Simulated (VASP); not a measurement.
# LiCl: self-consistent run, by functional and exact exchange

LiCl, Fm-3m (no. 225), 2 atoms in the cell.

| Functional | Exact exchange | Pressure (GPa) | Gap on the mesh (eV) | Time (s) |
|---|---|---|---|---|
| O3LYP | 0.1161 | 1.97 | 7.940 | 21 |
| B1WC | 0.16 | -1.68 | 7.551 | 13 |
| hAPBE | 0.2 | -0.40 | 8.101 | 15 |
| B3LYP | 0.2 | 0.51 | 8.212 | 18 |
| B97-1 | 0.21 | 0.44 | 8.282 | 17 |
| CAP0 | 0.25 | 0.08 | 8.553 | 17 |
| PBEmol0 | 0.25 | -0.21 | 8.581 | 17 |
| PBE0 (PBEH) | 0.25 | -0.71 | 8.504 | 16 |

Limits: the cutoff lies under the usual one of these potentials, so the numbers hold a basis-set error; the k mesh is coarse, so the gap and the pressure can be far off.

## Input of the first row

INCAR.step1:
```
SYSTEM = LiCl
PREC     = Accurate       ! precision mode
ENCUT    = 450            ! plane-wave cutoff, eV
EDIFF    = 1E-5           ! SCF threshold, eV
ISMEAR   = 0              ! smearing method
SIGMA    = 0.02           ! smearing width, eV
LREAL    = .FALSE.        ! projectors in reciprocal space
LASPH    = .TRUE.         ! aspherical terms in the spheres
ALGO     = Normal         ! electronic algorithm
NELM     = 100            ! most SCF steps
ISIF     = 2              ! what is computed and relaxed
LWAVE    = .TRUE.         ! write WAVECAR
LCHARG   = .FALSE.        ! write CHGCAR
GGA      = PE             ! functional
```

INCAR.step2, as INCAR.step1 but for:
```
- EDIFF = 1E-5
- LWAVE = .TRUE.
- GGA = PE
+ EDIFF = 1E-6
+ LWAVE = .FALSE.
+ ISTART = 1
+ LHFCALC = .TRUE.
+ AEXX = 0.1161
+ PRECFOCK = Fast
+ GGA = LIBXC
+ LIBXC1 = HYB_GGA_XC_O3LYP
```

KPOINTS:
```
k-points
0
Gamma
  4 4 4
```

POSCAR:
```
LiCl
1.0
    0.0000000000      2.5647700000      2.5647700000
    2.5647700000      0.0000000000      2.5647700000
    2.5647700000      2.5647700000      0.0000000000
Cl Li
1 1
Direct
    0.5000000000      0.5000000000      0.5000000000
    0.0000000000      0.0000000000      0.0000000000
```

Commands (each step's output is kept before the next begins):
```
cat potpaw_PBE.64/Cl/POTCAR potpaw_PBE.64/Li_sv/POTCAR > POTCAR
cp INCAR.step1 INCAR
mpirun -np 1 vasp_std > vasp.out
cp INCAR.step2 INCAR
mpirun -np 1 vasp_std > vasp.out
```

Changes of the last row against the first:
```
(step 2)
- AEXX = 0.1161
- LIBXC1 = HYB_GGA_XC_O3LYP
+ AEXX = 0.25
+ LIBXC1 = HYB_GGA_XC_PBEH
```

VASP 6.6.1 took 21 s on 1 core (Intel Xeon Platinum 8488C (Sapphire Rapids)), a shared host.
